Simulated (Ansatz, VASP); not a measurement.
# Cross-check of CdTe between VASP and Ansatz, part 2 of 2

Aim: how closely do two programs agree when they are given the same cell, functional and k mesh? The structure shown is the end of the Ansatz relaxation below.

VASP 6.6.1 and Ansatz 0.2.0.

So far. Step 3 (VASP: single point, PBEsol, pair 1): The run ends at a pressure of 0.17 GPa.

**6. VASP: single point, PBEsol, pair 2**

Level of this step: PBEsol; plane waves and PAW (Te, Cd) (VASP).

The same cell, functional, mesh and smearing now go to VASP, with its own data sets.

File INCAR:

```
SYSTEM = CdTe
PREC = Accurate
ENCUT = 500
EDIFF = 1E-06
NELM = 120
ISMEAR = -1
SIGMA = 0.02
LREAL = .FALSE.
ALGO = Normal
GGA = PS
NBANDS = 24
LORBIT = 11
LWAVE = .FALSE.
LCHARG = .FALSE.
ISIF = 2
LASPH = .TRUE.
GGA_COMPAT = .FALSE.
EFERMI = MIDGAP
KPAR = 2
```

File POSCAR:

```
CdTe
1.0
    4.6347789000      0.0000000000      0.0000000000
    0.0000000000      4.6347789000      0.0000000000
    0.0000000000      0.0000000000      6.3972085475
Te Cd
2 2
Direct
    0.5000000000      0.0000000000      0.7500000000
    0.0000000000      0.5000000000      0.2500000000
    0.0000000000      0.0000000000      0.0000000000
    0.5000000000      0.5000000000      0.5000000000
```

File KPOINTS:

```
Automatic mesh
0
Gamma
6 6 5
0 0 0
```

Potentials, in the order of the species: Te and Cd (PBE family, release 64).

On the command line:

```console
> mpirun -np 2 vasp_std
```

Numbers of over 12 decimals in the logs are rounded to 6 here.

Output:

```text
[banner, memory and clock lines left out]
running    2 mpi-ranks, on    1 nodes
[...]
[... a notice as in an earlier step ...]

 LDA part: xc-table for (Slater+PW92), standard interpolation
 POSCAR, INCAR and KPOINTS ok, starting setup
[...]
entering main loop
       N       E                     dE             d eps       ncg     rms          rms(c)
DAV:   1     0.216948727499E+03    0.21695E+03   -0.16009E+04  1440   0.126E+03
DAV:   2    -0.157994422559E+01   -0.21853E+03   -0.21239E+03  1664   0.302E+02
DAV:   3    -0.113712346159E+02   -0.97913E+01   -0.97691E+01  1736   0.665E+01
DAV:   4    -0.114846185112E+02   -0.11338E+00   -0.11337E+00  1864   0.624E+00
[...]
DAV:  13    -0.109739487047E+02   -0.23365E-05   -0.13232E-06  1136   0.843E-03    0.623E-02
DAV:  14    -0.109739446753E+02    0.40293E-05   -0.21476E-05  1520   0.308E-02    0.147E-02
DAV:  15    -0.109739447878E+02   -0.11250E-06   -0.18989E-06  1544   0.876E-03
   1 F= -.10973945E+02 E0= -.10973945E+02  d E =-.345399E-08
```

OUTCAR, selected parts (step 6):

```text
  Total       -0.1819955     -0.1819955      0.1308322      0.0000000      0.0000000     -0.0000000
  in kB       -2.1218896     -2.1218896      1.5253754      0.0000000      0.0000000     -0.0000000
  external PRESSURE =      -0.9061346 kB  Pullay stress =       0.0000000 kB

 POSITION                                       TOTAL-FORCE (eV/Angst)
 -----------------------------------------------------------------------------------
      2.31739      0.00000      4.79791         0.000000     -0.000000     -0.000000
      0.00000      2.31739      1.59930         0.000000     -0.000000     -0.000000
      0.00000      0.00000      0.00000         0.000000     -0.000000     -0.000000
      2.31739      2.31739      3.19860        -0.000000      0.000000      0.000000
 -----------------------------------------------------------------------------------
    total drift:                                0.000000      0.000000      0.000000

  FREE ENERGIE OF THE ION-ELECTRON SYSTEM (eV)
  ---------------------------------------------------
  free  energy   TOTEN  =       -10.9739447878 eV

  energy  without entropy=      -10.9739447844  energy(sigma->0) =      -10.97394479

[... 1 part as in an earlier step ...]

[... 2 further parts left out ...]
[key lines of the parts left out:]
E-fermi :   2.4663
```

The run ends at a pressure of -0.09 GPa.

**7. Comparison**

What differs besides the data sets and the points named for the pairs above, as far as they apply: the data sets hold 72 valence electrons in Ansatz (on its PAW soft_1 files) and 36 in VASP. Total energies have different zeros and are not compared.

Compared:

| quantity | Ansatz | VASP | difference |
| --- | --- | --- | --- |
| pressure (GPa) | -0.24 | -0.09 | -0.15 |
| gap on the k mesh (eV) | 0.578 | 0.582 | -0.004 |

A gap on the mesh is an upper bound, since the band edges may lie between its points.

**8. Ansatz: relaxation, PBEsol**

This run makes the geometry at which the two programs are then compared. The cell compared in this pair holds 133.64 Å³, against 137.42 Å³ for the pair before.

The structure compared here is the end of the Ansatz relaxation.

File input.yaml:

```yaml
crystal:
  lattice:
    - [4.4512233, 0.0, 0.0]
    - [0.0, 4.4512233, 0.0]
    - [0.0, 0.0, 6.60648406]
  atoms:
    - { symbol: Te, position: [0.5, 0.0, 0.75] }
    - { symbol: Te, position: [0.0, 0.5, 0.25] }
    - { symbol: Cd, position: [0.0, 0.0, 0.0] }
    - { symbol: Cd, position: [0.5, 0.5, 0.5] }
kpoints:
  mp_grid: { grid: [6, 6, 5] }
scf:
  occupations: { method: fermi_dirac, width: 0.02 }
hamiltonian:
  xc: pbesol
  pseudopotentials: { kind: paw, azcp: { folder: soft_1 }, xc_functional: pbe }
basis:
  ecutwfc: 600
output:
  forces: true
  stress: true
  write_density: true
  write_potential: true
  elf: true
  volumetric_format: npy
relax:
  f_tol: 0.005
  max_steps: 70
  cell: { stress_tol: 0.02, p_target: 0, fix: [a, b, alpha, beta, gamma] }
```

On the command line:

```console
> ansatz run input.yaml --threads 4 --pin off --max-ram 18432MiB --backend cpu --events-out ev --progress --plain --runs-dir out
```

Output:

```text
[...]
Crystal: 4 atoms, lattice volume = 130.897 Å³
Basis set: ecut = 600 eV, 4315 PW (Γ), exchange–correlation on 72×72×108 points (8 copies of the dense FFT grid, shifted against one another)
Bands: 44, of which v1, the nominal top of the filled ones, is band 36 counted from 1 (35 counted from 0)
Symmetry: 16 space group operations
[...]
--- Relaxed structure (3 steps of the walk, 3 accepted, 1 SCFs on fresh bases) ---
[...]
cell:  # Å, volume = 133.6396 Å³
    - [4.4512233, 0.0, 0]
    - [0.0, 4.4512233, 0]
    - [0, 0, 6.744912]
  atoms:
    - { symbol: Te, position: [0.500000, 0, 0.750000] }
    - { symbol: Te, position: [0, 0.500000, 0.250000] }
    - { symbol: Cd, position: [0, 0, 0] }
    - { symbol: Cd, position: [0.500000, 0.500000, 0.500000] }
[key lines of the parts left out:]
SCF converged after 6 iterations
Free energy (F): -30172.962653 eV
Fermi energy:    7.967182 eV
P = ⅓ Tr σ = 0.8929 GPa (8.929 kbar)
```

**9. VASP: single point, PBEsol, pair 3**

The same cell, functional, mesh and smearing now go to VASP, with its own data sets.

INCAR is that of step 6.

File POSCAR:

```
CdTe
1.0
    4.4512233000      0.0000000000      0.0000000000
    0.0000000000      4.4512233000      0.0000000000
    0.0000000000      0.0000000000      6.7449122880
Te Cd
2 2
Direct
    0.5000000000      0.0000000000      0.7500000000
    0.0000000000      0.5000000000      0.2500000000
    0.0000000000      0.0000000000      0.0000000000
    0.5000000000      0.5000000000      0.5000000000
```

KPOINTS is that of step 6.

On the command line:

```console
> mpirun -np 2 vasp_std
```

Output:

```text
[... set-up lines as in an earlier step ...]
 entering main loop
       N       E                     dE             d eps       ncg     rms          rms(c)
DAV:   1     0.221722534269E+03    0.22172E+03   -0.16126E+04  1440   0.127E+03
DAV:   2    -0.514958986417E+00   -0.22224E+03   -0.21631E+03  1656   0.306E+02
DAV:   3    -0.113251123961E+02   -0.10810E+02   -0.10778E+02  1688   0.686E+01
DAV:   4    -0.114541484197E+02   -0.12904E+00   -0.12900E+00  1888   0.655E+00
[...]
DAV:  12    -0.109386769306E+02    0.98152E-05   -0.36310E-05  1648   0.592E-02    0.320E-02
DAV:  13    -0.109386758720E+02    0.10586E-05   -0.16211E-05  1624   0.198E-02    0.352E-02
DAV:  14    -0.109386765429E+02   -0.67089E-06   -0.20954E-06  1312   0.890E-03
   1 F= -.10938677E+02 E0= -.10938677E+02  d E =-.245969E-08
```

Parts of OUTCAR (step 9):

```text
  Total        1.2578298      1.2578298      0.1321049      0.0000000      0.0000000      0.0000000
  in kB       15.0798630     15.0798630      1.5837780      0.0000000      0.0000000      0.0000000
  external PRESSURE =      10.5811680 kB  Pullay stress =       0.0000000 kB

 POSITION                                       TOTAL-FORCE (eV/Angst)
 -----------------------------------------------------------------------------------
      2.22561      0.00000      5.05868         0.000000      0.000000     -0.000000
      0.00000      2.22561      1.68623        -0.000000      0.000000     -0.000000
      0.00000      0.00000      0.00000         0.000000     -0.000000     -0.000000
      2.22561      2.22561      3.37246        -0.000000     -0.000000      0.000000
 -----------------------------------------------------------------------------------
    total drift:                                0.000000      0.000000     -0.000000

  FREE ENERGIE OF THE ION-ELECTRON SYSTEM (eV)
  ---------------------------------------------------
  free  energy   TOTEN  =       -10.9386765429 eV

  energy  without entropy=      -10.9386765404  energy(sigma->0) =      -10.93867654

[... 1 part as in an earlier step ...]

[... 2 further parts left out ...]
[key lines of the parts left out:]
E-fermi :   2.7763
```

The run ends at a pressure of 1.06 GPa.

**10. Comparison**

What differs besides the data sets and the points named for the pairs above, as far as they apply: the data sets hold 72 valence electrons in Ansatz (on its PAW soft_1 files) and 36 in VASP. Total energies have different zeros and are not compared.

The two programs side by side:

| quantity | Ansatz | VASP | difference |
| --- | --- | --- | --- |
| pressure (GPa) | 0.89 | 1.06 | -0.17 |
| gap on the k mesh (eV) | 0.607 | 0.612 | -0.005 |

A gap on the mesh is an upper bound, since the band edges may lie between its points.

**11. What came out**

```
difference in gap on the k mesh (single point, PBEsol, pair 1) : -0.0038 eV
difference in gap on the k mesh (single point, PBEsol, pair 2) : -0.0038 eV
difference in gap on the k mesh (single point, PBEsol, pair 3) : -0.0048 eV
```

**Reading.** The difference in gap on the k mesh is -0.0048 eV (single point, PBEsol, pair 3), within the 0.08 eV picked in this series as the mark of a large difference. The data sets hold unlike numbers of valence electrons (72 in Ansatz and 36 in VASP), so part of the differences comes from the potentials. 4 further runs of this series are not shown here. Such differences can come from data sets, numerical settings and the points named under the comparisons, not from the functional's error against experiment.

[Lines on the potential files, build, host, timing and source positions are cut from VASP's logs without a mark.]

[Logs are printed without paths, hosts, clocks, repeated set-up lines and the standing remarks that a program may print on its own settings, such as how far it seeks lower states.]

[Hosts, paths, dates, database ids (printed as entryN), source tags and the programs' standing remarks are cut or masked in the printed files.]
